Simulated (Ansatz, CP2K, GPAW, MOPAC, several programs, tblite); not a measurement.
# What cheap methods get right for CuI

How much accuracy does each second buy? CuI is computed with 10 methods, from the cheapest up to r2SCAN.

Program: MOPAC, tblite, CP2K, GPAW, Ansatz (versions at each run). Level of theory: no spin polarisation, static lattice; gaps from single points on the cell relaxed beforehand with r²SCAN. These are calculated values, not measurements.

**1. The starting structure**

It takes space group Pm-3m (No. 221, cubic). The conventional cell has a = 3.661 Å, b = 3.661 Å, c = 3.661 Å, α = 90.00°, β = 90.00°, γ = 90.00°. Cu (site symmetry m-3m) is surrounded by 8 I at 3.17 Å. I (site symmetry m-3m) is surrounded by 8 Cu at 3.17 Å.

As a file:

```
Cu I
1.0
     3.66139    0.00000    0.00000
     0.00000    3.66139    0.00000
     0.00000    0.00000    3.66139
Cu I
1 1
Cartesian
  0.0000 0.0000 0.0000
  1.8307 1.8307 1.8307
```

The structure type (CsCl) is imposed and need not be the compound's stable one.

**Question.** The methods are PM6, PM7, GFN1-xTB (tblite), GFN2-xTB (tblite), PBE/DZVP, PBE/single-zeta, PBE/SZV, coarse PBE, PBE, r2SCAN. What gap does r2SCAN give on this cell, and which other methods (full PBE left aside) come nearest to r2SCAN and farthest in gap, volume and bulk modulus?

```
                                               quantity                                                                                             value
                                                 r2SCAN                                                                  no gap, 24.54 Å³/atom, B₀ 35 GPa
         gap: nearest and farthest of the other methods  PBE/DZVP, PBE/single-zeta, PBE/SZV, coarse PBE (about 0.00 eV off); GFN2-xTB (tblite) (+2.87 eV)
      volume: nearest and farthest of the other methods                                            GFN1-xTB (tblite) (+3.6 %), GFN2-xTB (tblite) (-8.2 %)
bulk modulus: nearest and farthest of the other methods                                                        PBE/DZVP (+2 %), GFN1-xTB (tblite) (+92 %)
```

In words: For the gap (full PBE left aside), PBE/DZVP, PBE/single-zeta, PBE/SZV, coarse PBE tie for nearest to r2SCAN; GFN2-xTB (tblite) is farthest. Among the 3 methods compared for the volume (full PBE left aside), GFN1-xTB (tblite) is nearest to r2SCAN and GFN2-xTB (tblite) farthest. For the bulk modulus, of the 3 methods compared (full PBE left aside), PBE/DZVP comes nearest to r2SCAN and GFN1-xTB (tblite) is farthest. A minimal basis or a coarse cutoff and mesh shifts results by its own error, so closeness to r2SCAN can be chance. Cluster runs see only the k-points that fold onto the zone centre, so their gaps can miss the band edges. No volume is given for PM6, PM7, PBE/single-zeta, PBE/SZV, coarse PBE, which can hide a larger miss. Overlaps count as a gap of zero in the misses; they are PBE/DZVP -0.40, PBE/single-zeta -1.03, PBE/SZV -0.49, coarse PBE -0.24, PBE -0.43, r2SCAN -0.10 eV. CPU times run from 1.1 s (coarse PBE) to 65 s (PM6). On this cell PM6, PM7, PBE/DZVP cost more than r2SCAN itself (8.7 s), so they are no saving here. A cluster method computes far more atoms than the primitive cell, so on a small crystal it can cost more than plane waves. PM6, PM7, GFN2-xTB (tblite) disagree with r2SCAN even on whether there is a gap. Semilocal functionals can close a small real gap, so r2SCAN's «no gap» may be its own error. r2SCAN is a yardstick, not the truth. Spin-orbit coupling is left out throughout.
